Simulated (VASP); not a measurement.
# WSe2 in VASP: further runs

The runs below take WSe2 through single point, relaxation of the atoms, with rev-vdW-DF2.

Program: VASP 6.6.1. These are calculated values, not measurements. Logs are shortened: lines on timing, memory, paths and dates and some standing lists are left out, and cuts for length are marked.

## Step 1: Starting point

The cell holds a slab with vacuum, 9 atoms: a = 3.303 Å, b = 3.303 Å, c = 31.473 Å, α = 90.00°, β = 90.00°, γ = 120.00°.

## Step 2: Single point, rev-vdW-DF2

The input, INCAR:

```
SYSTEM = WSe2
AGGAC = 0.0 ; ALGO = Normal
DIPOL = 0.5 0.5 0.500 ; EDIFF = 1E-7
ENCUT = 520 ; GGA = MK
ICORELEVEL = 1 ; IDIPOL = 3
ISIF = 2 ; ISMEAR = 0
KPAR = 4 ; LASPH = .True.
LCHARG = .False. ; LDIPOL = .True.
LREAL = .False. ; LUSE_VDW = .True.
LVACPOTAV = .True. ; LVHAR = .True.
LWAVE = .False. ; NELM = 80
PARAM1 = 0.1234 ; PARAM2 = 0.711357
PREC = Accurate ; SIGMA = 0.03
ZAB_VDW = -1.8867
```

The input, KPOINTS:

```
k-points
0
Gamma
  9 9 1
  0 0 0
```

The input, POSCAR:

```
WSe2
1.0
    3.3031385000      0.0000000000      0.0000000000
   -1.6515687500      2.8606015700      0.0000000000
    0.0000000000      0.0000000000     31.4726104600
Se W
6 3
Direct
    0.6666670000      0.3333340000      0.2383024400
    0.6666670000      0.3333340000      0.3455204800
    0.3333330000      0.6666660000      0.4463909800
    0.3333330000      0.6666660000      0.5536090200
    0.6666670000      0.3333340000      0.6544795200
    0.6666670000      0.3333340000      0.7616975600
    0.3333330000      0.6666660000      0.2919114600
    0.6666670000      0.3333340000      0.5000000000
    0.3333330000      0.6666660000      0.7080885400
```

Potentials or basis: VASP PAW PBE potentials, release 64 (Se, W_sv).

The run is started by

```sh
$ cat potpaw_PBE.64/Se/POTCAR potpaw_PBE.64/W_sv/POTCAR > POTCAR
$ mpirun -np 4 vasp_std > vasp.out
```

OUTCAR:

```text
SYSTEM = WSe2
   EDIFF = 1E-7
   ENCUT = 520
   GGA = MK
   ISIF = 2
   ISMEAR = 0
   LASPH = .True.
   LREAL = .False.
   NELM = 80
   PREC = Accurate

 ion  position               nearest neighbor table
   1  0.667  0.333  0.238-   7 2.55   7 2.55   7 2.55
   2  0.667  0.333  0.346-   7 2.55   7 2.55   7 2.55
   3  0.333  0.667  0.446-   8 2.55   8 2.55   8 2.55
   4  0.333  0.667  0.554-   8 2.55   8 2.55   8 2.55
   5  0.667  0.333  0.654-   9 2.55   9 2.55   9 2.55
   6  0.667  0.333  0.762-   9 2.55   9 2.55   9 2.55
   7  0.333  0.667  0.292-   2 2.55   1 2.55   2 2.55   1 2.55   2 2.55   1 2.55
   8  0.667  0.333  0.500-   3 2.55   4 2.55   3 2.55   4 2.55   3 2.55   4 2.55
   9  0.333  0.667  0.708-   5 2.55   6 2.55   5 2.55   6 2.55   5 2.55   6 2.55

  LATTYP: Found a hexagonal cell.
 ALAT       =     3.3031385000
 C/A-ratio  =     9.5280928910

  Lattice vectors:

 A1 = (   3.3031385000,   0.0000000000,   0.0000000000)
 A2 = (  -1.6515687500,   2.8606015700,   0.0000000000)
 A3 = (   0.0000000000,   0.0000000000,  31.4726104600)

Analysis of symmetry for initial positions (statically):
=====================================================================
 Subroutine PRICEL returns:
 Original cell was already a primitive cell.

 Routine SETGRP: Setting up the symmetry group for a
 hexagonal supercell.

 Subroutine GETGRP returns: Found 12 space group operations
 (whereof 12 operations were pure point group operations)
 out of a pool of 24 trial point group operations.

The static configuration has the point symmetry D_3h.

Analysis of symmetry for dynamics (positions and initial velocities):
=====================================================================
 Subroutine PRICEL returns:
 Original cell was already a primitive cell.

 Routine SETGRP: Setting up the symmetry group for a
 hexagonal supercell.

 Subroutine GETGRP returns: Found 12 space group operations
 (whereof 12 operations were pure point group operations)
 out of a pool of 24 trial point group operations.

The dynamic configuration has the point symmetry D_3h.

 Subroutine INISYM returns: Found 12 space group operations
 (whereof 12 operations are pure point group operations),
 and found     1 'primitive' translations

----------------------------------------------------------------------------------------

                                     Primitive cell

  volume of cell :     297.3835

  direct lattice vectors                    reciprocal lattice vectors
     3.303138500  0.000000000  0.000000000     0.302742377  0.174788357  0.000000000
    -1.651568750  2.860601570  0.000000000     0.000000000  0.349576820  0.000000000
     0.000000000  0.000000000 31.472610460     0.000000000  0.000000000  0.031773659

  length of vectors
     3.303138500  3.303138005 31.472610460     0.349576768  0.349576820  0.031773659

  position of ions in fractional coordinates (direct lattice)
     0.666667000  0.333334000  0.238302440
     0.666667000  0.333334000  0.345520480
     0.333333000  0.666666000  0.446390980
     0.333333000  0.666666000  0.553609020
     0.666667000  0.333334000  0.654479520
     0.666667000  0.333334000  0.761697560
     0.333333000  0.666666000  0.291911460
     0.666667000  0.333334000  0.500000000
     0.333333000  0.666666000  0.708088540

  ion indices of the primitive-cell ions
   primitive index   ion index
                 1           1
                 2           2
                 3           3
                 4           4
                 5           5
                 6           6
                 7           7
                 8           8
                 9           9

----------------------------------------------------------------------------------------

[... 29 lines left out ...]
  0.333333 -0.000000  0.000000      6.000000
  0.444444  0.000000  0.000000      6.000000
  0.111111  0.111111  0.000000      6.000000
  0.222222  0.111111  0.000000     12.000000
  0.333333  0.111111  0.000000     12.000000
  0.444444  0.111111  0.000000      6.000000
  0.222222  0.222222  0.000000      6.000000
  0.333333  0.222222  0.000000     12.000000
  0.333333  0.333333  0.000000      2.000000
   k-points           NKPTS =     12   k-points in BZ     NKDIM =     12   number of bands    NBANDS=     46
   number of dos      NEDOS =    301   number of ions     NIONS =      9
   total plane-waves  NPLWV = 188160
   dimension x,y,z NGX =    28 NGY =   28 NGZ =  240
   dimension x,y,z NGXF=    56 NGYF=   56 NGZF=  480
   ions per type =               6   3
   NGX,Y,Z   is equivalent  to a cutoff of  14.09, 14.09, 12.68 a.u.
   NGXF,Y,Z  is equivalent  to a cutoff of  28.18, 28.18, 25.35 a.u.
 SYSTEM =  WSe2
   PREC   = accura    normal or accurate (medium, high low for compatibility)
   ISTART =      0    job   : 0-new  1-cont  2-samecut
   ICHARG =      2    charge: 1-file 2-atom 10-const
   ISPIN  =      1    spin polarized calculation?
   LNONCOLLINEAR =      F non collinear calculations
   LSORBIT =      F    spin-orbit coupling
   LASPH  =      T    aspherical Exc in radial PAW
   ENCUT  =  520.0 eV  38.22 Ry    6.18 a.u.   6.14  6.14 58.52*2*pi/ulx,y,z
   NELM   =     80;   NELMIN=  2; NELMDL= -5     # of ELM steps
   EDIFF  = 0.1E-06   stopping-criterion for ELM
   LREAL  =      F    real-space projection
   EDIFFG = 0.1E-05   stopping-criterion for IOM
   NSW    =      0    number of steps for IOM
   IBRION =     -1    ionic relax: 0-MD 1-quasi-New 2-CG
   NFREE  =      0    steps in history (QN), initial steepest desc. (CG)
   ISIF   =      2    stress and relaxation
   ISYM   =      2    0-nonsym 1-usesym 2-fastsym
   POTIM  = 0.5000    time-step for ionic-motion
   TEBEG  =    0.0;   TEEND  =   0.0 temperature during run
   PSTRESS=    0.0 pullay stress
   NELECT =      78.0000    total number of electrons
   NUPDOWN=      -1.0000    fix difference up-down
   EMIN   =  10.00;   EMAX   =-10.00  energy-range for DOS
   EFERMI =   0.00;   METHOD = LEGACY
   ISMEAR =     0;   SIGMA  =   0.03  broadening in eV -4-tet -1-fermi 0-gaus
   EFERMI_NEDOS =   21; number of points for ismear=-14 and -15
   IALGO  =     38    algorithm
   IMIX   =      4    mixing-type and parameters
     AMIX     =   0.40;   BMIX     =  1.00
     AMIX_MAG =   1.60;   BMIX_MAG =  1.00
  volume/ion in A,a.u.               =      33.04       222.98
  Fermi-wavevector in a.u.,A,eV,Ry     =   1.047934  1.980309 14.941460  1.098166
  Thomas-Fermi vector in A             =   2.182835
   LORBIT       =      0    0 simple, 1 ext, 2 COOP (PROOUT), +10 PAW based schemes
   GGA     = MK    functional components
   LHFCALC =     F    Hartree Fock is set to
   AEXX    =    0.0000 exact exchange contribution
   IVDW_NL    =     1    kernel type
   BPARAM     = 6.3000
   IVDW    =     0    specifies the selected vdW correction
   LEPSILON=     F    determine dielectric tensor
   LRPA    =     F    only Hartree local field effects (RPA)
 non-spin polarized calculation
 Gauss-broadening in eV      SIGMA  =   0.03
  energy-cutoff  :      520.00
  volume of cell :      297.38
 maximum number of plane-waves:      8064
 NGX is ok and might be reduce to    28
   NGX = 13   NGY = 13   NGZ =117

 dipolmoment           0.000000      0.000000     -0.000000 electrons x Angstroem

 number of electron      78.0000001 magnetization

 dipolmoment           0.000000      0.000000      0.000000 electrons x Angstroem

 Free energy of the ion-electron system (eV)
  ---------------------------------------------------
  ext. energy  EPLUGINS =         0.00000000
  ---------------------------------------------------
  free energy    TOTEN  =       -48.45317046 eV

  energy without entropy =      -48.45317046  energy(sigma->0) =      -48.45317046

 the core state eigenenergies are
   1-  1s -12495.4418  2s  -1598.9854  2p  -1405.3286  3s   -205.7700  3p   -145.2447
       3d    -45.4385
   2-  1s -12495.4531  2s  -1598.9955  2p  -1405.3388  3s   -205.7807  3p   -145.2554
       3d    -45.4491
   3-  1s -12495.4612  2s  -1599.0033  2p  -1405.3466  3s   -205.7880  3p   -145.2627
       3d    -45.4563
   4-  1s -12495.4612  2s  -1599.0033  2p  -1405.3466  3s   -205.7880  3p   -145.2627
       3d    -45.4563
   5-  1s -12495.4531  2s  -1598.9955  2p  -1405.3388  3s   -205.7807  3p   -145.2554
       3d    -45.4491
   6-  1s -12495.4418  2s  -1598.9854  2p  -1405.3286  3s   -205.7700  3p   -145.2447
       3d    -45.4385
   7-  1s -69461.3509  2s -11981.8755  2p -10475.4825  3s  -2754.4672  3p  -2308.5805
       3d  -1796.5415  4s   -562.9082  4p   -416.6931  4d   -231.5709  4f    -26.4650
[... 4 lines left out ...]
   9-  1s -69461.3509  2s -11981.8755  2p -10475.4825  3s  -2754.4672  3p  -2308.5805
       3d  -1796.5415  4s   -562.9082  4p   -416.6931  4d   -231.5709  4f    -26.4650

 E-fermi :   1.8458     XC(G=0):  -7.2236

 val. band max:        1.7212645316   @ k =   0.0000   0.0000   0.0000
 cond. band min:       2.9626787055   @ k =   0.2222   0.1111   0.0000
 fundamental gap:      1.2414141739
 Fermi energy:         1.8457535179

 k-point     1 :       0.0000    0.0000    0.0000
  band No.  band energies     occupation
      1     -72.5401      2.00000
      2     -72.5365      2.00000
      3     -72.5365      2.00000
      4     -36.7606      2.00000
      5     -36.7573      2.00000
      6     -36.7573      2.00000
[... 577 lines left out ...]
     45       4.6679      0.00000
     46       4.8762      0.00000

------------------------ aborting loop because EDIFF is reached ----------------------------------------

  FORCE on cell =-STRESS in cart. coord.  units (eV):
  Direction    XX          YY          ZZ          XY          YZ          ZX
  --------------------------------------------------------------------------------------
  -------------------------------------------------------------------------------------
  Total       -0.1625422     -0.1625422     -0.1742254     -0.0000000      0.0000000     -0.0000000
  in kB       -0.8757089     -0.8757087     -0.9386533     -0.0000002      0.0000000     -0.0000000
  external PRESSURE =      -0.8966903 kB  Pullay stress =       0.0000000 kB

 VOLUME and BASIS-vectors are now :
 -----------------------------------------------------------------------------
  energy-cutoff  :      520.00
  volume of cell :      297.38
      direct lattice vectors                 reciprocal lattice vectors
     3.303138500  0.000000000  0.000000000     0.302742377  0.174788357  0.000000000
    -1.651568750  2.860601570  0.000000000     0.000000000  0.349576820  0.000000000
     0.000000000  0.000000000 31.472610460     0.000000000  0.000000000  0.031773659

 POSITION                                       TOTAL-FORCE (eV/Angst)
 -----------------------------------------------------------------------------------
      1.65157      0.95354      7.50000        -0.000000     -0.000000      0.040326
      1.65157      0.95354     10.87443         0.000000      0.000000     -0.002343
      0.00000      1.90707     14.04909        -0.000000      0.000000      0.003493
      0.00000      1.90707     17.42352         0.000000      0.000000     -0.003493
      1.65157      0.95354     20.59818        -0.000000     -0.000000      0.002343
      1.65157      0.95354     23.97261        -0.000000     -0.000000     -0.040326
      0.00000      1.90707      9.18722        -0.000000      0.000000     -0.040018
      1.65157      0.95354     15.73631         0.000000      0.000000      0.000000
      0.00000      1.90707     22.28539         0.000000      0.000000      0.040018
 -----------------------------------------------------------------------------------
    total drift:                               -0.000007      0.000894      0.000000

  FREE ENERGIE OF THE ION-ELECTRON SYSTEM (eV)
  ---------------------------------------------------
  free  energy   TOTEN  =       -48.4531704565 eV

  energy  without entropy=      -48.4531704565  energy(sigma->0) =      -48.45317046

Total vdW correction in eV:     10.3357535

 vacuum level on the upper side and lower side of the slab         6.854         6.854
```

It took 8.6 min on 4 MPI ranks of Intel Xeon Platinum 8488C (Sapphire Rapids), shared host; peak memory 1.3 GiB.

What came out:

| Item | Value |
| --- | --- |
| Free energy | -48.4532 eV |
| Largest force | 0.040 eV/Å |
| Band gap on the k mesh | 1.24 eV, indirect (least direct gap 1.54 eV) |
| Ionisation potential of the upper face | 5.13 eV |

Forces in eV/Å, atoms in the order of the input:
```
Se   0.000  0.000  0.040
Se   0.000  0.000 -0.002
Se   0.000  0.000  0.003
Se   0.000  0.000 -0.003
Se   0.000  0.000  0.002
Se   0.000  0.000 -0.040
W    0.000  0.000 -0.040
W    0.000  0.000  0.000
W    0.000  0.000  0.040
```

Levels at points of the mesh, in eV from the valence-band top:
```
           k point  band 37  band 38  band 39  band 40  band 41  band 42
(0.00, 0.00, 0.00)    -0.81    -0.27     0.00     2.72     2.72     2.73
```

Core levels (eV, on the scale of the bands):
```csv
atom,levels
1 Se,"1s -12495.4, 2s -1599.0, 2p -1405.3, 3s -205.8, 3p -145.2, 3d -45.4"
2 Se,"1s -12495.5, 2s -1599.0, 2p -1405.3, 3s -205.8, 3p -145.3, 3d -45.4"
3 Se,"1s -12495.5, 2s -1599.0, 2p -1405.3, 3s -205.8, 3p -145.3, 3d -45.5"
4 Se,"1s -12495.5, 2s -1599.0, 2p -1405.3, 3s -205.8, 3p -145.3, 3d -45.5"
5 Se,"1s -12495.5, 2s -1599.0, 2p -1405.3, 3s -205.8, 3p -145.3, 3d -45.4"
6 Se,"1s -12495.4, 2s -1599.0, 2p -1405.3, 3s -205.8, 3p -145.2, 3d -45.4"
```

Caveat: the PAW data sets were made with another functional, which shifts forces and pressure a little; spin-orbit coupling is left out, which moves the levels of the heavy elements.

## Step 3: Relaxation of the atoms, rev-vdW-DF2

The input, INCAR:

```
AGGAC = 0.0
ALGO = Normal
DIPOL = 0.5 0.5 0.500
EDIFF = 1E-6
EDIFFG = -0.02
ENCUT = 520
GGA = MK
IBRION = 2
IDIPOL = 3
ISIF = 2
ISMEAR = 0
KPAR = 4
LASPH = T
LCHARG = F
LDIPOL = T
LREAL = F
LUSE_VDW = T
LWAVE = F
NELM = 80
NSW = 80
PARAM1 = 0.1234
PARAM2 = 0.711357
PREC = Accurate
SIGMA = 0.03
ZAB_VDW = -1.8867
```

The input, KPOINTS:

```
k-points
0
Gamma
  9 9 1
```

POSCAR is that of step 2.

Potentials or basis: VASP PAW PBE potentials, release 64 (Se, W_sv).

The run is started by

```sh
$ cat potpaw_PBE.64/Se/POTCAR potpaw_PBE.64/W_sv/POTCAR > POTCAR
$ mpirun -np 4 vasp_std > vasp.out
```

Run time: 13 min. Hardware: 4 MPI ranks of Intel Xeon Platinum 8488C (Sapphire Rapids), shared host; peak memory 1.4 GiB.

It converged, with:

* Free energy: -48.4533 eV
* Energy gained by relaxing: 0.0 meV/atom
* Ionic steps: 3
* Largest force after relaxing: 0.015 eV/Å
* Band gap on the k mesh: 1.24 eV, indirect (least direct gap 1.54 eV)

Forces in eV/Å, atoms in the order of the input:
```
Se   0.000  0.000  0.006
Se   0.000  0.000 -0.015
Se   0.000  0.000  0.002
Se   0.000  0.000 -0.002
Se   0.000  0.000  0.015
Se   0.000  0.000 -0.006
W    0.000  0.000  0.007
W    0.000  0.000  0.000
W    0.000  0.000 -0.007
```

Final structure:
```cif
data_structure
_symmetry_space_group_name_H-M 'P 1'
_symmetry_Int_Tables_number 1
_cell_length_a 3.3031
_cell_length_b 3.3031
_cell_length_c 31.4726
_cell_angle_alpha 90.000
_cell_angle_beta 90.000
_cell_angle_gamma 120.000
_cell_volume 297.38
loop_
_atom_site_label
_atom_site_type_symbol
_atom_site_fract_x
_atom_site_fract_y
_atom_site_fract_z
_atom_site_occupancy
Se1 Se 0.66667 0.33333 0.23834 1
Se2 Se 0.66667 0.33333 0.34552 1
Se3 Se 0.33333 0.66667 0.44639 1
Se4 Se 0.33333 0.66667 0.55361 1
Se5 Se 0.66667 0.33333 0.65448 1
Se6 Se 0.66667 0.33333 0.76166 1
W1 W 0.33333 0.66667 0.29188 1
W2 W 0.66667 0.33333 0.50000 1
W3 W 0.33333 0.66667 0.70812 1
```

Levels at points of the mesh, in eV from the valence-band top:
| k point | band 35 | band 36 | band 37 | band 38 | band 39 | band 40 | band 41 | band 42 | band 43 | band 44 |
| --- | --- | --- | --- | --- | --- | --- | --- | --- | --- | --- |
| (0.00, 0.00, 0.00) | -1.34 | -1.34 | -0.80 | -0.27 | 0.00 | 2.72 | 2.72 | 2.73 | 2.73 | 2.76 |

Caveat: the PAW data sets were made with another functional, which shifts forces and pressure a little; spin-orbit coupling is left out, which moves the levels of the heavy elements.

[end of part 1 of 2]
